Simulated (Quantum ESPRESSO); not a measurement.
# MgB2 (P6/mmm) in Quantum ESPRESSO: notebook, part 2 of 2

Quantum ESPRESSO 7.5.

## 3. Phonons, PBE, target pressure 15 GPa, at which the enthalpy is minimised

pw.in

```
&CONTROL
  calculation = 'scf'
  prefix = 'pwscf'
  outdir = './tmp'
  pseudo_dir = './pseudo'
  tprnfor = .true.
  tstress = .true.
  disk_io = 'low'
/
&SYSTEM
  ibrav = 0
  celldm(1) = 8
  nat = 3
  ntyp = 2
  ecutwfc = 45
  ecutrho = 360
  nbnd = 14
  occupations = 'smearing'
  smearing = 'mv'
  degauss = 0.01469973
/
&ELECTRONS
  conv_thr = 6d-10
  electron_maxstep = 120
  mixing_beta = 0.5
/
ATOMIC_SPECIES
Mg    24.3050 mg_pbe_v1.4.uspp.F.UPF
B     10.8100 b_pbe_v1.4.uspp.F.UPF
CELL_PARAMETERS alat
  0.7287256368088   0.0000000000000   0.0000000000000
 -0.3643628184044   0.6310949138713   0.0000000000000
  0.0000000000000   0.0000000000000   0.8321881421321
ATOMIC_POSITIONS crystal
Mg     0.0000000000    0.0000000000    0.0000000000
B      0.6666666667    0.3333333333    0.5000000000
B      0.3333333333    0.6666666667    0.5000000000
K_POINTS automatic
10 10 8 0 0 0
```

relax.in

```
&CONTROL
  calculation = 'vc-relax'
  prefix = 'pwscf'
  outdir = './tmp'
  pseudo_dir = './pseudo'
  tprnfor = .true.
  tstress = .true.
  disk_io = 'low'
  nstep = 40
  forc_conv_thr = 0.0001
  etot_conv_thr = 1d-06
/
&SYSTEM
  ibrav = 0
  celldm(1) = 8
  nat = 3
  ntyp = 2
  ecutwfc = 45
  ecutrho = 360
  nbnd = 14
  occupations = 'smearing'
  smearing = 'mv'
  degauss = 0.01469973
/
&ELECTRONS
  conv_thr = 6d-10
  electron_maxstep = 120
  mixing_beta = 0.5
/
&IONS
  ion_dynamics = 'bfgs'
/
&CELL
  cell_dynamics = 'bfgs'
  press = 150
  press_conv_thr = 0.2
/
ATOMIC_SPECIES
Mg    24.3050 mg_pbe_v1.4.uspp.F.UPF
B     10.8100 b_pbe_v1.4.uspp.F.UPF
CELL_PARAMETERS alat
  0.7287256368122   0.0000000000000   0.0000000000000
 -0.3643628184061   0.6310949138684   0.0000000000000
  0.0000000000000   0.0000000000000   0.8321881421321
ATOMIC_POSITIONS crystal
Mg     0.0000000000    0.0000000000    0.0000000000
B      0.6666666667    0.3333333333    0.5000000000
B      0.3333333333    0.6666666667    0.5000000000
K_POINTS automatic
10 10 8 0 0 0
```

scf2.in

```
&CONTROL
  calculation = 'scf'
  prefix = 'pwscf'
  outdir = './tmp'
  pseudo_dir = './pseudo'
  tprnfor = .true.
  tstress = .true.
  disk_io = 'low'
/
&SYSTEM
  ibrav = 0
  celldm(1) = 8
  nat = 3
  ntyp = 2
  ecutwfc = 45
  ecutrho = 360
  nbnd = 14
  occupations = 'smearing'
  smearing = 'mv'
  degauss = 0.01469973
/
&ELECTRONS
  conv_thr = 1d-13
  electron_maxstep = 120
  mixing_beta = 0.5
  startingpot = 'file'
  startingwfc = 'file'
/
ATOMIC_SPECIES
Mg    24.3050 mg_pbe_v1.4.uspp.F.UPF
B     10.8100 b_pbe_v1.4.uspp.F.UPF
CELL_PARAMETERS alat
  0.7105556691717  -0.0000000000000   0.0000000000000
 -0.3552778345858   0.6153592603057   0.0000000000000
  0.0000000000000   0.0000000000000   0.7939745051484
ATOMIC_POSITIONS crystal
Mg     0.0000000000    0.0000000000    0.0000000000
B      0.6666666667    0.3333333333    0.5000000000
B      0.3333333333    0.6666666667    0.5000000000
K_POINTS automatic
10 10 8 0 0 0
```

ph.in

```
phonons of MgB2
&INPUTPH
  prefix = 'pwscf'
  outdir = './tmp'
  tr2_ph = 1d-18
  fildyn = 'dyn'
  niter_ph = 90
  alpha_mix(1) = 0.4
/
0.0000000000 0.0000000000 0.0000000000
```

dynmat.in

```
&INPUT
  fildyn = 'dyn'
  asr = 'crystal'
  filout = 'dynmat.disp'
  fileig = 'dynmat.eig'
/
```

Potentials or basis: GBRV 1.5 PBE.

Launch:

```bash
$ OMP_NUM_THREADS=1 mpirun -n 4 pw.x -nk 4 -in pw.in > pw.out
$ OMP_NUM_THREADS=1 mpirun -n 4 pw.x -nk 4 -in relax.in > relax.out
$ OMP_NUM_THREADS=1 mpirun -n 4 pw.x -nk 4 -in scf2.in > scf2.out
$ OMP_NUM_THREADS=1 mpirun -n 4 ph.x -nk 4 -in ph.in > ph.out
$ OMP_NUM_THREADS=1 mpirun -n 1 dynmat.x -in dynmat.in > dynmat.out
```

pw.out:

```text
This program is part of the open-source Quantum ESPRESSO suite
     for quantum simulation of materials; please cite
[... 6 lines left out ...]
     using ibrav=0 with symmetry is DISCOURAGED, use correct ibrav instead

     K-points division:     npool     =       4
     Subspace diagonalization in iterative solution of the eigenvalue problem:
     a serial algorithm will be used

     G-vector sticks info
     --------------------
     sticks:   dense  smooth     PW     G-vecs:    dense   smooth      PW
     Sum         847     421    127                22655     7997    1389

     Using Slab Decomposition

     bravais-lattice index     =            0
     lattice parameter (alat)  =       8.0000  a.u.
     unit-cell volume          =     195.9522 (a.u.)^3
     number of atoms/cell      =            3
     number of atomic types    =            2
     number of electrons       =        16.00
     number of Kohn-Sham states=           14
     kinetic-energy cutoff     =      45.0000  Ry
     charge density cutoff     =     360.0000  Ry
     scf convergence threshold =      6.0E-10
     mixing beta               =       0.5000
     number of iterations used =            8  plain     mixing
     Exchange-correlation=  SLA  PW   PBX  PBC
                           (   1   4   3   4   0   0   0)

     celldm(1)=   8.000000  celldm(2)=   0.000000  celldm(3)=   0.000000
     celldm(4)=   0.000000  celldm(5)=   0.000000  celldm(6)=   0.000000

     crystal axes: (cart. coord. in units of alat)
               a(1) = (   0.728726   0.000000   0.000000 )
               a(2) = (  -0.364363   0.631095   0.000000 )
               a(3) = (   0.000000   0.000000   0.832188 )

     reciprocal axes: (cart. coord. in units 2 pi/alat)
               b(1) = (  1.372259  0.792274 -0.000000 )
               b(2) = (  0.000000  1.584548  0.000000 )
               b(3) = (  0.000000 -0.000000  1.201651 )

     PseudoPot. # 1 for Mg read from file:
     mg_pbe_v1.4.uspp.F.UPF
     Pseudo is Ultrasoft, Zval = 10.0
     Generated by new atomic code, or converted to UPF format
     Using radial grid of  821 points,  7 beta functions with:
                l(1) =   0
                l(2) =   0
                l(3) =   0
                l(4) =   1
                l(5) =   1
                l(6) =   2
                l(7) =   2
     Q(r) pseudized with  8 coefficients,  rinner =    1.200   1.200   1.200
                                                       1.200   1.200

     PseudoPot. # 2 for B  read from file:
     b_pbe_v1.4.uspp.F.UPF
     Pseudo is Ultrasoft + core correction, Zval =  3.0
     Generated by new atomic code, or converted to UPF format
     Using radial grid of  781 points,  4 beta functions with:
                l(1) =   0
                l(2) =   0
                l(3) =   1
                l(4) =   1
     Q(r) pseudized with  8 coefficients,  rinner =    1.100   1.100   1.100

     atomic species   valence    mass     pseudopotential
     Mg               10.00    24.30500     Mg( 1.00)
     B                 3.00    10.81000     B ( 1.00)

     24 Sym. Ops., with inversion, found

   Cartesian axes

     site n.     atom                  positions (alat units)
         1        Mg     tau(   1) = (   0.0000000   0.0000000   0.0000000  )
         2        B      tau(   2) = (   0.3643628   0.2103650   0.4160941  )
         3        B      tau(   3) = (  -0.0000000   0.4207299   0.4160941  )

     number of k points=    70  Marzari-Vanderbilt smearing, width (Ry)=  0.0147
                       cart. coord. in units 2pi/alat
        k(    1) = (   0.0000000   0.0000000   0.0000000), wk =   0.0025000
        k(    2) = (   0.0000000   0.0000000   0.1502064), wk =   0.0050000
        k(    3) = (   0.0000000   0.0000000   0.3004128), wk =   0.0050000
        k(    4) = (   0.0000000   0.0000000   0.4506193), wk =   0.0050000
        k(    5) = (   0.0000000   0.0000000  -0.6008257), wk =   0.0025000
        k(    6) = (   0.0000000   0.1584548   0.0000000), wk =   0.0150000
[... 62 lines left out ...]
        k(   69) = (   0.4116776   0.7130465   0.4506193), wk =   0.0300000
        k(   70) = (   0.4116776   0.7130465  -0.6008257), wk =   0.0150000

     Dense  grid:    22655 G-vectors     FFT dimensions: (  36,  36,  45)

     Smooth grid:     7997 G-vectors     FFT dimensions: (  25,  25,  30)

     Initial potential from superposition of free atoms

     starting charge      15.6992, renormalised to      16.0000
     Starting wfcs are   13 randomized atomic wfcs +    1 random wfcs

     Self-consistent Calculation

     iteration #  1     ecut=    45.00 Ry     beta= 0.50
     Davidson diagonalization with overlap
     ethr =  1.00E-02,  avg # of iterations =  5.6

     total energy              =    -138.06404286 Ry
     estimated scf accuracy    <       0.42599747 Ry
[... 50 lines left out ...]
     iteration #  9     ecut=    45.00 Ry     beta= 0.50
     Davidson diagonalization with overlap
     ethr =  4.97E-11,  avg # of iterations =  2.0

     End of self-consistent calculation

          k = 0.0000 0.0000 0.0000 (   999 PWs)   bands (ev):

   -66.1801 -32.9504 -32.9504 -32.9368  -3.3761   6.1013   9.3789   9.3789
    10.6783  15.3257  15.3257  17.1053  18.9675  21.6874
[... 138 lines left out ...]
   -66.1766 -32.9886 -32.9593 -32.9368   1.2821   1.9547   5.9379   7.0966
     8.1849  14.4518  18.1950  18.2762  20.3622  22.5310

          k = 0.0000-0.7923-0.6008 (  1000 PWs)   bands (ev):

   -66.1765 -32.9885 -32.9592 -32.9377   1.4759   2.1232   5.4764   7.1420
     7.7325  14.7286  17.7877  17.9278  22.0642  24.5633

          k = 0.1372 0.2377 0.0000 (  1003 PWs)   bands (ev):
[... 196 lines left out ...]
   -66.1762 -32.9801 -32.9728 -32.9371   1.9740   3.1852   4.1592   6.3110
     7.7056  12.8010  19.7690  20.2745  22.4120  22.5770

     the Fermi energy is     9.0717 ev

!    total energy              =    -138.13900001 Ry
     estimated scf accuracy    <          1.6E-11 Ry
     smearing contrib. (-TS)   =      -0.00023982 Ry
     internal energy E=F+TS    =    -138.13876020 Ry

     The total energy is F=E-TS. E is the sum of the following terms:
     one-electron contribution =     -88.75027283 Ry
     hartree contribution      =      47.41055199 Ry
     xc contribution           =     -22.94311535 Ry
     ewald contribution        =     -73.85592402 Ry

     convergence has been achieved in   9 iterations

     Forces acting on atoms (cartesian axes, Ry/au):

     atom    1 type  1   force =     0.00000000    0.00000000    0.00000000
     atom    2 type  2   force =     0.00000000    0.00000000    0.00000000
     atom    3 type  2   force =     0.00000000   -0.00000000    0.00000000

     Total force =     0.000000     Total SCF correction =     0.000000

     Computing stress (Cartesian axis) and pressure

          total   stress  (Ry/bohr**3)                   (kbar)     P=      -11.44
  -0.00007787   0.00000000  -0.00000000          -11.45        0.00       -0.00
   0.00000000  -0.00007787   0.00000000            0.00      -11.45        0.00
   0.00000000  -0.00000000  -0.00007760            0.00       -0.00      -11.42

=------------------------------------------------------------------------------=
   JOB DONE.
=------------------------------------------------------------------------------=
```

scf2.out:

```text
This program is part of the open-source Quantum ESPRESSO suite
     for quantum simulation of materials; please cite
[... 6 lines left out ...]
     using ibrav=0 with symmetry is DISCOURAGED, use correct ibrav instead

     K-points division:     npool     =       4
[... 548 lines left out ...]
   0.00102278  -0.00000000  -0.00000000          150.46       -0.00       -0.00
  -0.00000000   0.00102278  -0.00000000           -0.00      150.46       -0.00
   0.00000000   0.00000000   0.00102214            0.00        0.00      150.36

=------------------------------------------------------------------------------=
   JOB DONE.
=------------------------------------------------------------------------------=
```

Run time: 95 s. Hardware: 4 MPI ranks of Arm Neoverse V1, shared host; peak memory 0.32 GiB.

Results:

```
Free energy                            : -1879.3682 eV
Relaxed volume                         : 8.78 Å³/atom
Relaxed cell                           : a = 3.008 Å, b = 3.008 Å, c = 3.361 Å, α = 90.00°, β = 90.00°, γ = 120.00°
Space group after relaxing (to 0.05 Å) : P6/mmm (No. 191)
Pressure after relaxing                : 15.0 GPa
Band gap on the k mesh                 : none (metal or under the smearing width)
Highest phonon frequency at Γ          : 737 cm⁻¹
Most unstable mode                     : 21i cm⁻¹
```

Step by step:
| step | energy change (eV) | largest force (eV/Å) | pressure (GPa) | volume (Å³) |
| --- | --- | --- | --- | --- |
| 1 | 0.0000 | 0.0000 | -1.14 | 29.04 |
| 2 | 0.0806 | 0.0000 | 13.15 | 26.71 |
| 3 | 0.1055 | 0.0000 | 15.27 | 26.38 |
| 4 | 0.1111 | 0.0000 | 15.40 | 26.29 |
| 5 | 0.1071 | 0.0000 | 15.05 | 26.33 |
| 6 | 0.1065 | 0.0000 | 15.00 | 26.34 |

Final structure:
```xyz
3
Lattice="3.0081 0.0000 0.0000 -1.5040 2.6051 0.0000 0.0000 0.0000 3.3612" Properties=species:S:1:pos:R:3 pbc="T T T"
Mg    0.0000    0.0000    0.0000
B     1.5040    0.8684    1.6806
B     0.0000    1.7367    1.6806
```

Levels at points of the mesh, in eV from the Fermi level:
| k point | band 4 | band 5 | band 6 | band 7 | band 8 | band 9 | band 10 | band 11 | band 12 | band 13 |
| --- | --- | --- | --- | --- | --- | --- | --- | --- | --- | --- |
| (0.00, 0.00, 0.00) | -41.73 | -13.03 | -2.93 | 0.25 | 0.25 | 2.21 | 6.45 | 6.45 | 8.73 | 10.64 |
| (0.00, 0.00, -0.50) | -41.73 | -11.52 | -7.89 | 0.72 | 0.72 | 6.77 | 6.77 | 8.23 | 11.01 | 11.38 |
| (0.00, -0.50, 0.00) | -41.72 | -8.91 | -8.31 | -2.42 | 0.28 | 3.40 | 3.90 | 6.05 | 8.20 | 13.70 |
| (0.00, -0.50, -0.50) | -41.73 | -7.78 | -7.26 | -3.87 | -2.10 | -1.43 | 6.16 | 9.36 | 9.52 | 14.61 |

Phonon frequencies in cm⁻¹ (negative: imaginary):
```
              q point                        frequencies
(0.000, 0.000, 0.000)  -21 14 14 392 392 473 565 565 737
```

Optical modes at Γ, degenerate ones joined:
| cm⁻¹ | components | symmetry | active in |
| --- | --- | --- | --- |
| 392 | 2 | E1u | IR |
| 474 | 1 | A2u | IR |
| 565 | 2 | E2g | Raman |
| 737 | 1 | B1g | silent |

Caveat: the mesh is thin for the phonons of a metal; the cell is more than 3 GPa from zero pressure, which shifts response properties.
